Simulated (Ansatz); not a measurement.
# SnO: sliding across a plane

Aim: for SnO, slide the crystal rigidly across a (0 1 0) plane.

Computed with Ansatz 0.2.0 (DFT r2SCAN, scalar-relativistic, plane waves, PAW, unless a step's input says otherwise).

4 further runs of the same task are left out: 4 set aside as unsound or not needed. Runs told in other sessions of the task aren't counted.

## (1) The system as given

The structure is tetragonal, space group P4/nmm (No. 129). The conventional cell has a = 3.808 Å, b = 3.808 Å, c = 4.936 Å, α = 90.00°, β = 90.00°, γ = 90.00°. Sn (site symmetry 4mm) is surrounded by 4 O at 2.22 Å. O (site symmetry -4m2) has 4 Sn at 2.22 Å in its first shell of neighbours.

As a file:

```cif
data_structure
_symmetry_space_group_name_H-M 'P4/nmm:1'
_symmetry_Int_Tables_number 129
_cell_length_a 3.8080
_cell_length_b 3.8080
_cell_length_c 4.9365
_cell_angle_alpha 90.000
_cell_angle_beta 90.000
_cell_angle_gamma 90.000
_cell_volume 71.58
loop_
_atom_site_label
_atom_site_type_symbol
_atom_site_symmetry_multiplicity
_atom_site_Wyckoff_symbol
_atom_site_fract_x
_atom_site_fract_y
_atom_site_fract_z
_atom_site_occupancy
Sn1 Sn 2 c 0.00000 0.50000 0.76763 1
O1 O 2 a 0.50000 0.50000 0.00000 1
```

It goes back to an entry of the Materials Project, which need not be the stable form.

It is built from the cell relaxed beforehand with the same method (17.90 Å³/atom).

## (2) The reference cell

The cell is repeated 3 times, 12 atoms in all. Reference values: F = -39644.0768 eV; pressure 0.00 GPa; largest force 0.000 eV/Å; gap on the mesh 0.50 eV. It was computed beforehand with the settings of the runs below.

## (3) Next: sliding across a plane

The cut lies on the cell's a–b face, a (0 1 0) plane of area 18.79 Å², between layers 1.91 Å apart (O, Sn below, O, Sn above); the cell is 11.4 Å thick. Vector c is tilted by f times 0·a + 1·b (length 3.807 Å) with the atoms' Cartesian places fixed: one unrelaxed fault per cell.

## (4) Point f = 0.200

Input file input.yaml:

```yaml
crystal:
  lattice:
    - [0.0, -4.9364621609, 0.0]
    - [0.0, 0.0, -3.8066786573]
    - [11.4278976705, 0.0, -0.7613357315]
  atoms:
    - { symbol: Sn, position: [0.7676320141, 0.44167, 0.91665] }
    - { symbol: Sn, position: [0.7676320141, 0.5750033333, 0.2499833333] }
    - { symbol: Sn, position: [0.7676320141, 0.5083366667, 0.5833166667] }
    - { symbol: Sn, position: [0.2323679859, 0.1083366667, 0.0833166667] }
    - { symbol: Sn, position: [0.2323679859, 0.04167, 0.41665] }
    - { symbol: Sn, position: [0.2323679859, -0.0249966667, 0.7499833333] }
    - { symbol: O, position: [0.0001256248, -0.05833, 0.91665] }
    - { symbol: O, position: [0.0001256248, 0.0750033333, 0.2499833333] }
    - { symbol: O, position: [0.0001256248, 0.0083366667, 0.5833166667] }
    - { symbol: O, position: [0.9998743752, 0.6083366667, 0.0833166667] }
    - { symbol: O, position: [0.9998743752, 0.54167, 0.41665] }
    - { symbol: O, position: [0.9998743752, 0.4750033333, 0.7499833333] }
basis:
  ecutwfc: 500
kpoints:
  mp_grid: { grid: [7, 9, 3] }
hamiltonian:
  xc: r2scan
scf:
  occupations: { method: gaussian, width: 0.03 }
output:
  forces: true
  stress: true
  eigenvalues: true
```

Command:

```
$ ansatz run input.yaml --threads 2 --pin off --max-ram 5120MiB --backend cpu --events-out ev --progress --plain --runs-dir out
```

## (5) At f = 0.400

Input file input.yaml:

```yaml
crystal:
  lattice:
    - [0.0, -4.9364621609, 0.0]
    - [0.0, 0.0, -3.8066786573]
    - [11.4278976705, 0.0, -1.5226714629]
  atoms:
    - { symbol: Sn, position: [0.7676320141, 0.25834, 0.91665] }
    - { symbol: Sn, position: [0.7676320141, 0.5250066667, 0.2499833333] }
    - { symbol: Sn, position: [0.7676320141, 0.3916733333, 0.5833166667] }
    - { symbol: Sn, position: [0.2323679859, 0.0916733333, 0.0833166667] }
    - { symbol: Sn, position: [0.2323679859, -0.04166, 0.41665] }
    - { symbol: Sn, position: [0.2323679859, -0.1749933333, 0.7499833333] }
    - { symbol: O, position: [0.0001256248, -0.24166, 0.91665] }
    - { symbol: O, position: [0.0001256248, 0.0250066667, 0.2499833333] }
    - { symbol: O, position: [0.0001256248, -0.1083266667, 0.5833166667] }
    - { symbol: O, position: [0.9998743752, 0.5916733333, 0.0833166667] }
    - { symbol: O, position: [0.9998743752, 0.45834, 0.41665] }
    - { symbol: O, position: [0.9998743752, 0.3250066667, 0.7499833333] }
basis:
  ecutwfc: 500
kpoints:
  mp_grid: { grid: [7, 9, 3] }
hamiltonian:
  xc: r2scan
scf:
  occupations: { method: gaussian, width: 0.03 }
output:
  forces: true
  stress: true
  eigenvalues: true
```

## (6) f = 0.100

Input file input.yaml:

```yaml
crystal:
  lattice:
    - [0.0, -4.9364621609, 0.0]
    - [0.0, 0.0, -3.8066786573]
    - [11.4278976705, 0.0, -0.3806678657]
  atoms:
    - { symbol: Sn, position: [0.7676320141, 0.533335, 0.91665] }
    - { symbol: Sn, position: [0.7676320141, 0.6000016667, 0.2499833333] }
    - { symbol: Sn, position: [0.7676320141, 0.5666683333, 0.5833166667] }
    - { symbol: Sn, position: [0.2323679859, 0.1166683333, 0.0833166667] }
    - { symbol: Sn, position: [0.2323679859, 0.083335, 0.41665] }
    - { symbol: Sn, position: [0.2323679859, 0.0500016667, 0.7499833333] }
    - { symbol: O, position: [0.0001256248, 0.033335, 0.91665] }
    - { symbol: O, position: [0.0001256248, 0.1000016667, 0.2499833333] }
    - { symbol: O, position: [0.0001256248, 0.0666683333, 0.5833166667] }
    - { symbol: O, position: [0.9998743752, 0.6166683333, 0.0833166667] }
    - { symbol: O, position: [0.9998743752, 0.583335, 0.41665] }
    - { symbol: O, position: [0.9998743752, 0.5500016667, 0.7499833333] }
basis:
  ecutwfc: 500
kpoints:
  mp_grid: { grid: [7, 9, 3] }
hamiltonian:
  xc: r2scan
scf:
  occupations: { method: gaussian, width: 0.03 }
output:
  forces: true
  stress: true
  eigenvalues: true
```

## (7) At f = 0.300

Input file input.yaml:

```yaml
crystal:
  lattice:
    - [0.0, -4.9364621609, 0.0]
    - [0.0, 0.0, -3.8066786573]
    - [11.4278976705, 0.0, -1.1420035972]
  atoms:
    - { symbol: Sn, position: [0.7676320141, 0.350005, 0.91665] }
    - { symbol: Sn, position: [0.7676320141, 0.550005, 0.2499833333] }
    - { symbol: Sn, position: [0.7676320141, 0.450005, 0.5833166667] }
    - { symbol: Sn, position: [0.2323679859, 0.100005, 0.0833166667] }
    - { symbol: Sn, position: [0.2323679859, 5.0e-06, 0.41665] }
    - { symbol: Sn, position: [0.2323679859, -0.099995, 0.7499833333] }
    - { symbol: O, position: [0.0001256248, -0.149995, 0.91665] }
    - { symbol: O, position: [0.0001256248, 0.050005, 0.2499833333] }
    - { symbol: O, position: [0.0001256248, -0.049995, 0.5833166667] }
    - { symbol: O, position: [0.9998743752, 0.600005, 0.0833166667] }
    - { symbol: O, position: [0.9998743752, 0.500005, 0.41665] }
    - { symbol: O, position: [0.9998743752, 0.400005, 0.7499833333] }
basis:
  ecutwfc: 500
kpoints:
  mp_grid: { grid: [7, 9, 3] }
hamiltonian:
  xc: r2scan
scf:
  occupations: { method: gaussian, width: 0.03 }
output:
  forces: true
  stress: true
  eigenvalues: true
```

## (8) f = 0.500

Input file input.yaml:

```yaml
crystal:
  lattice:
    - [0.0, -4.9364621609, 0.0]
    - [0.0, 0.0, -3.8066786573]
    - [11.4278976705, 0.0, -1.9033393286]
  atoms:
    - { symbol: Sn, position: [0.7676320141, 0.166675, 0.91665] }
    - { symbol: Sn, position: [0.7676320141, 0.5000083333, 0.2499833333] }
    - { symbol: Sn, position: [0.7676320141, 0.3333416667, 0.5833166667] }
    - { symbol: Sn, position: [0.2323679859, 0.0833416667, 0.0833166667] }
    - { symbol: Sn, position: [0.2323679859, -0.083325, 0.41665] }
    - { symbol: Sn, position: [0.2323679859, -0.2499916667, 0.7499833333] }
    - { symbol: O, position: [0.0001256248, -0.333325, 0.91665] }
    - { symbol: O, position: [0.0001256248, 8.3333e-06, 0.2499833333] }
    - { symbol: O, position: [0.0001256248, -0.1666583333, 0.5833166667] }
    - { symbol: O, position: [0.9998743752, 0.5833416667, 0.0833166667] }
    - { symbol: O, position: [0.9998743752, 0.416675, 0.41665] }
    - { symbol: O, position: [0.9998743752, 0.2500083333, 0.7499833333] }
basis:
  ecutwfc: 500
kpoints:
  mp_grid: { grid: [7, 9, 3] }
hamiltonian:
  xc: r2scan
scf:
  occupations: { method: gaussian, width: 0.03 }
output:
  forces: true
  stress: true
  eigenvalues: true
```

(Steps that only read results are left out.)

Before running it: what results should come out? Wanted: largest shear traction sampled.

The runs gave:

```
                      quantity                    value
  highest fault energy sampled  3273 mJ/m² at f = 0.500
largest shear traction sampled                 27.1 GPa
```

In words: The highest point computed is 3273 mJ/m², at f = 0.500; the true top can lie between points. Nothing is relaxed, so these energies are upper bounds; letting the layers move apart would lower them. The gap on the mesh, 0.50 eV at the start, reads zero at f = 0.400.

Spin-orbit coupling is left out, though the cell holds Sn; it can move the gap.
